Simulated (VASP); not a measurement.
# KCl (P6_3/mmc) in VASP: single point with PBE

Aim: the single point of KCl with PBE.

Program: VASP 6.6.1. These are calculated values, not measurements. Logs are shortened: lines on timing, memory, paths and dates and some standing lists are left out, and cuts for length are marked.

## 1. The crystal as given

Symmetry: P6_3/mmc, No. 194, hexagonal system. Conventional cell: a = 5.344 Å, b = 5.344 Å, c = 6.239 Å, α = 90.00°, β = 90.00°, γ = 120.00°. K (site symmetry -6m2) has 5 Cl at 3.09 to 3.12 Å as nearest neighbours. Cl (site symmetry -6m2) has 5 K at 3.09 to 3.12 Å as nearest neighbours.

The cell was built by a generator and needn't be a form met in nature.

## 2. Single point, PBE

INCAR reads:

```
  ALGO = Normal
  EDIFF = 1E-7
  ENCUT = 520
  GGA = PE
  ISIF = 2
  ISMEAR = 0
  LASPH = True
  LCHARG = False
  LREAL = False
  LWAVE = False
  NBANDS = 24
  NELM = 100
  PREC = Accurate
  SIGMA = 0.01
```

KPOINTS reads:

```
k-points
0
Gamma
  6 6 4
```

POSCAR reads:

```
KCl
1.0
    5.3436721751      0.0000000000      0.0000000000
   -2.6718360875      4.6277558531      0.0000000000
    0.0000000000      0.0000000000      6.2390534000
K Cl
2 2
Direct
    0.3333333333      0.6666666667      0.2500000000
    0.6666666667      0.3333333333      0.7500000000
    0.6666666667      0.3333333333      0.2500000000
    0.3333333333      0.6666666667      0.7500000000
```

Potentials or basis: VASP PAW PBE potentials, release 64 (K_sv, Cl).

Launch:

```
$ cat potpaw_PBE.64/K_sv/POTCAR potpaw_PBE.64/Cl/POTCAR > POTCAR
$ mpirun -np 1 vasp_std > vasp.out
```

OUTCAR:

```text
EDIFF = 1E-7
   ENCUT = 520
   GGA = PE
   ISIF = 2
   ISMEAR = 0
   LASPH = True
   LREAL = False
   NELM = 100
   PREC = Accurate

 ion  position               nearest neighbor table
   1  0.333  0.667  0.250-   3 3.09   3 3.09   3 3.09   4 3.12   4 3.12
   2  0.667  0.333  0.750-   4 3.09   4 3.09   4 3.09   3 3.12   3 3.12
   3  0.667  0.333  0.250-   1 3.09   1 3.09   1 3.09   2 3.12   2 3.12
   4  0.333  0.667  0.750-   2 3.09   2 3.09   2 3.09   1 3.12   1 3.12

  LATTYP: Found a hexagonal cell.
 ALAT       =     5.3436721751
 C/A-ratio  =     1.1675591607

  Lattice vectors:

 A1 = (   5.3436721751,   0.0000000000,   0.0000000000)
 A2 = (  -2.6718360875,   4.6277558531,   0.0000000000)
 A3 = (   0.0000000000,   0.0000000000,   6.2390534000)

Analysis of symmetry for initial positions (statically):
=====================================================================
 Subroutine PRICEL returns:
 Original cell was already a primitive cell.

 Routine SETGRP: Setting up the symmetry group for a
 hexagonal supercell.

 Subroutine GETGRP returns: Found 24 space group operations
 (whereof 12 operations were pure point group operations)
 out of a pool of 24 trial point group operations.

The static configuration has the point symmetry D_3d.
 The point group associated with its full space group is D_6h.

Analysis of symmetry for dynamics (positions and initial velocities):
=====================================================================
 Subroutine PRICEL returns:
 Original cell was already a primitive cell.

 Routine SETGRP: Setting up the symmetry group for a
 hexagonal supercell.

 Subroutine GETGRP returns: Found 24 space group operations
 (whereof 12 operations were pure point group operations)
 out of a pool of 24 trial point group operations.

The dynamic configuration has the point symmetry D_3d.
 The point group associated with its full space group is D_6h.

 Subroutine INISYM returns: Found 24 space group operations
 (whereof 12 operations are pure point group operations),
 and found     1 'primitive' translations

----------------------------------------------------------------------------------------

                                     Primitive cell

  volume of cell :     154.2869

  direct lattice vectors                    reciprocal lattice vectors
     5.343672175  0.000000000  0.000000000     0.187137228  0.108043729  0.000000000
    -2.671836088  4.627755853  0.000000000     0.000000000  0.216087458  0.000000000
     0.000000000  0.000000000  6.239053400     0.000000000  0.000000000  0.160280725

  length of vectors
     5.343672175  5.343672175  6.239053400     0.216087458  0.216087458  0.160280725

  position of ions in fractional coordinates (direct lattice)
     0.333333333  0.666666667  0.250000000
     0.666666667  0.333333333  0.750000000
     0.666666667  0.333333333  0.250000000
     0.333333333  0.666666667  0.750000000

  ion indices of the primitive-cell ions
   primitive index   ion index
                 1           1
                 2           2
                 3           3
                 4           4

----------------------------------------------------------------------------------------

 KPOINTS: k-points

Automatic generation of k-mesh.
 Grid dimensions read from file:
 generate k-points for:    6    6    4

 Generating k-lattice:

  Cartesian coordinates                     Fractional coordinates (reciprocal lattice)
     0.031189538  0.018007288  0.000000000     0.166666667  0.000000000  0.000000000
     0.000000000  0.036014576  0.000000000     0.000000000  0.166666667  0.000000000
     0.000000000  0.000000000  0.040070181     0.000000000  0.000000000  0.250000000

  Length of vectors
     0.036014576  0.036014576  0.040070181

  Shift w.r.t. Gamma in fractional coordinates (k-lattice)
     0.000000000  0.000000000  0.000000000

 Subroutine IBZKPT returns following result:
 ===========================================

 Found     21 irreducible k-points:

 Following reciprocal coordinates:
            Coordinates               Weight
  0.000000  0.000000  0.000000      1.000000
  0.166667  0.000000  0.000000      6.000000
  0.333333  0.000000  0.000000      6.000000
  0.500000  0.000000  0.000000      3.000000
  0.166667  0.166667  0.000000      6.000000
  0.333333  0.166667  0.000000     12.000000
[... 13 lines left out ...]
  0.333333  0.166667  0.500000     12.000000
  0.333333  0.333333  0.500000      2.000000
   k-points           NKPTS =     21   k-points in BZ     NKDIM =     21   number of bands    NBANDS=     24
   number of dos      NEDOS =    301   number of ions     NIONS =      4
   total plane-waves  NPLWV =  76800
   dimension x,y,z NGX =    40 NGY =   40 NGZ =   48
   dimension x,y,z NGXF=    80 NGYF=   80 NGZF=   96
   ions per type =               2   2
   NGX,Y,Z   is equivalent  to a cutoff of  12.44, 12.44, 12.79 a.u.
   NGXF,Y,Z  is equivalent  to a cutoff of  24.89, 24.89, 25.58 a.u.
 SYSTEM =  unknown system
   PREC   = accura    normal or accurate (medium, high low for compatibility)
   ISTART =      0    job   : 0-new  1-cont  2-samecut
   ICHARG =      2    charge: 1-file 2-atom 10-const
   ISPIN  =      1    spin polarized calculation?
   LNONCOLLINEAR =      F non collinear calculations
   LSORBIT =      F    spin-orbit coupling
   LASPH  =      T    aspherical Exc in radial PAW
   ENCUT  =  520.0 eV  38.22 Ry    6.18 a.u.   9.94  9.94 11.60*2*pi/ulx,y,z
   NELM   =    100;   NELMIN=  2; NELMDL= -5     # of ELM steps
   EDIFF  = 0.1E-06   stopping-criterion for ELM
   LREAL  =      F    real-space projection
   EDIFFG = 0.1E-05   stopping-criterion for IOM
   NSW    =      0    number of steps for IOM
   IBRION =     -1    ionic relax: 0-MD 1-quasi-New 2-CG
   NFREE  =      0    steps in history (QN), initial steepest desc. (CG)
   ISIF   =      2    stress and relaxation
   ISYM   =      2    0-nonsym 1-usesym 2-fastsym
   POTIM  = 0.5000    time-step for ionic-motion
   TEBEG  =    0.0;   TEEND  =   0.0 temperature during run
   PSTRESS=    0.0 pullay stress
   NELECT =      32.0000    total number of electrons
   NUPDOWN=      -1.0000    fix difference up-down
   EMIN   =  10.00;   EMAX   =-10.00  energy-range for DOS
   EFERMI =   0.00;   METHOD = LEGACY
   ISMEAR =     0;   SIGMA  =   0.01  broadening in eV -4-tet -1-fermi 0-gaus
   EFERMI_NEDOS =   21; number of points for ismear=-14 and -15
   IALGO  =     38    algorithm
   IMIX   =      4    mixing-type and parameters
     AMIX     =   0.40;   BMIX     =  1.00
     AMIX_MAG =   1.60;   BMIX_MAG =  1.00
  volume/ion in A,a.u.               =      38.57       260.29
  Fermi-wavevector in a.u.,A,eV,Ry     =   0.969055  1.831249 12.776795  0.939068
  Thomas-Fermi vector in A             =   2.099076
   LORBIT       =      0    0 simple, 1 ext, 2 COOP (PROOUT), +10 PAW based schemes
   GGA     = PE    functional components
   LHFCALC =     F    Hartree Fock is set to
   AEXX    =    0.0000 exact exchange contribution
   IVDW    =     0    specifies the selected vdW correction
   LEPSILON=     F    determine dielectric tensor
   LRPA    =     F    only Hartree local field effects (RPA)
 non-spin polarized calculation
 Gauss-broadening in eV      SIGMA  =   0.01
  energy-cutoff  :      520.00
  volume of cell :      154.29
 maximum number of plane-waves:      4176
 NGX is ok and might be reduce to    40
   NGX = 19   NGY = 19   NGZ = 23

 number of electron      32.0000001 magnetization

 Free energy of the ion-electron system (eV)
  ---------------------------------------------------
  ext. energy  EPLUGINS =         0.00000000
  ---------------------------------------------------
  free energy    TOTEN  =       -13.44820677 eV

  energy without entropy =      -13.44820677  energy(sigma->0) =      -13.44820677

 E-fermi :  -2.5821     XC(G=0):  -6.5278

 val. band max:       -2.6385865625   @ k =   0.0000   0.0000   0.0000
 cond. band min:       2.1299279500   @ k =   0.0000   0.0000   0.0000
 fundamental gap:      4.7685145125
 Fermi energy:        -2.5821004102

 k-point     1 :       0.0000    0.0000    0.0000
  band No.  band energies     occupation
      1     -29.9721      2.00000
      2     -29.9597      2.00000
      3     -14.7019      2.00000
      4     -14.6166      2.00000
      5     -13.5496      2.00000
      6     -13.5118      2.00000
[... 16 lines left out ...]
     23       6.4180      0.00000
     24       6.8394      0.00000

 k-point     2 :       0.1667    0.0000    0.0000
  band No.  band energies     occupation
      1     -29.9712      2.00000
      2     -29.9602      2.00000
      3     -14.7335      2.00000
      4     -14.6626      2.00000
      5     -13.5417      2.00000
      6     -13.5161      2.00000
[... 16 lines left out ...]
     23       6.4597      0.00000
     24       6.6728      0.00000

 k-point     3 :       0.3333    0.0000    0.0000
  band No.  band energies     occupation
      1     -29.9689      2.00000
      2     -29.9617      2.00000
      3     -14.7886      2.00000
      4     -14.7472      2.00000
      5     -13.5242      2.00000
      6     -13.5218      2.00000
[... 16 lines left out ...]
     23       6.6129      0.00000
     24       6.7214      0.00000

 k-point     4 :       0.5000    0.0000    0.0000
  band No.  band energies     occupation
      1     -29.9671      2.00000
      2     -29.9630      2.00000
      3     -14.8101      2.00000
      4     -14.7893      2.00000
      5     -13.5280      2.00000
      6     -13.5062      2.00000
[... 16 lines left out ...]
     23       6.5680      0.00000
     24       6.9923      0.00000

 k-point     5 :       0.1667    0.1667    0.0000
  band No.  band energies     occupation
      1     -29.9695      2.00000
      2     -29.9612      2.00000
      3     -14.7759      2.00000
      4     -14.7264      2.00000
      5     -13.5276      2.00000
      6     -13.5245      2.00000
[... 16 lines left out ...]
     23       6.6479      0.00000
     24       6.8319      0.00000

 k-point     6 :       0.3333    0.1667    0.0000
  band No.  band energies     occupation
      1     -29.9671      2.00000
      2     -29.9630      2.00000
      3     -14.8105      2.00000
      4     -14.7881      2.00000
      5     -13.5339      2.00000
      6     -13.5062      2.00000
[... 16 lines left out ...]
     23       6.6313      0.00000
     24       6.9235      0.00000
[... 298 lines left out ...]
 k-point    18 :       0.5000    0.0000    0.5000
  band No.  band energies     occupation
      1     -29.9649      2.00000
      2     -29.9649      2.00000
      3     -14.8999      2.00000
      4     -14.8999      2.00000
      5     -13.4958      2.00000
      6     -13.4958      2.00000
[... 16 lines left out ...]
     23       6.6888      0.00000
     24       6.6888      0.00000

 k-point    19 :       0.1667    0.1667    0.5000
  band No.  band energies     occupation
      1     -29.9652      2.00000
      2     -29.9652      2.00000
      3     -14.8576      2.00000
      4     -14.8576      2.00000
      5     -13.4944      2.00000
      6     -13.4944      2.00000
[... 16 lines left out ...]
     23       6.8565      0.00000
     24       6.8565      0.00000

 k-point    20 :       0.3333    0.1667    0.5000
  band No.  band energies     occupation
      1     -29.9649      2.00000
      2     -29.9649      2.00000
      3     -14.8996      2.00000
      4     -14.8996      2.00000
      5     -13.4999      2.00000
      6     -13.4999      2.00000
[... 16 lines left out ...]
     23       6.6531      0.00000
     24       6.6531      0.00000

 k-point    21 :       0.3333    0.3333    0.5000
  band No.  band energies     occupation
      1     -29.9648      2.00000
      2     -29.9648      2.00000
      3     -14.9127      2.00000
      4     -14.9127      2.00000
      5     -13.5047      2.00000
      6     -13.5047      2.00000
[... 16 lines left out ...]
     23       6.5410      0.00000
     24       6.5410      0.00000

------------------------ aborting loop because EDIFF is reached ----------------------------------------

  FORCE on cell =-STRESS in cart. coord.  units (eV):
  Direction    XX          YY          ZZ          XY          YZ          ZX
  --------------------------------------------------------------------------------------
  -------------------------------------------------------------------------------------
  Total        0.3871016      0.3871016      0.5697129      0.0000000      0.0000000      0.0000000
  in kB        4.0198202      4.0198202      5.9161300      0.0000000      0.0000000      0.0000000
  external PRESSURE =       4.6519234 kB  Pullay stress =       0.0000000 kB

 VOLUME and BASIS-vectors are now :
 -----------------------------------------------------------------------------
  energy-cutoff  :      520.00
  volume of cell :      154.29
      direct lattice vectors                 reciprocal lattice vectors
     5.343672175  0.000000000  0.000000000     0.187137228  0.108043729  0.000000000
    -2.671836088  4.627755853  0.000000000     0.000000000  0.216087458  0.000000000
     0.000000000  0.000000000  6.239053400     0.000000000  0.000000000  0.160280725

 POSITION                                       TOTAL-FORCE (eV/Angst)
 -----------------------------------------------------------------------------------
     -0.00000      3.08517      1.55976        -0.000000     -0.000000      0.000000
      2.67184      1.54259      4.67929        -0.000000      0.000000      0.000000
      2.67184      1.54259      1.55976         0.000000      0.000000      0.000000
     -0.00000      3.08517      4.67929         0.000000     -0.000000      0.000000
 -----------------------------------------------------------------------------------
    total drift:                               -0.000000      0.000000     -0.000000

  FREE ENERGIE OF THE ION-ELECTRON SYSTEM (eV)
  ---------------------------------------------------
  free  energy   TOTEN  =       -13.4482067702 eV

  energy  without entropy=      -13.4482067702  energy(sigma->0) =      -13.44820677
```

Run time: 75 s. Hardware: 1 thread of AMD EPYC 7R13 (Zen 3), shared host; peak memory 0.25 GiB.

Results:

```yaml
Free_energy: -13.4482 eV
Pressure: 0.5 GPa
Band_gap_on_the_k_mesh: 4.77 eV, direct
```

Levels at points of the mesh, in eV from the valence-band top:
```tsv
k point	band 12	band 13	band 14	band 15	band 16	band 17	band 18	band 19	band 20	band 21
(0.00, 0.00, 0.00)	-0.43	-0.43	-0.28	-0.28	0.00	4.77	8.04	8.19	8.19	9.05
(0.50, 0.00, 0.00)	-0.42	-0.42	-0.38	-0.21	-0.14	6.47	7.29	7.32	7.55	8.76
(0.00, 0.00, 0.50)	-0.59	-0.37	-0.37	-0.37	-0.37	6.04	6.04	9.44	9.44	9.44
(0.50, 0.00, 0.50)	-0.82	-0.30	-0.30	-0.28	-0.28	6.89	6.89	8.60	8.60	8.92
```

A k mesh can miss the band edges. As with any semilocal functional, this PBE gap is likely too small.
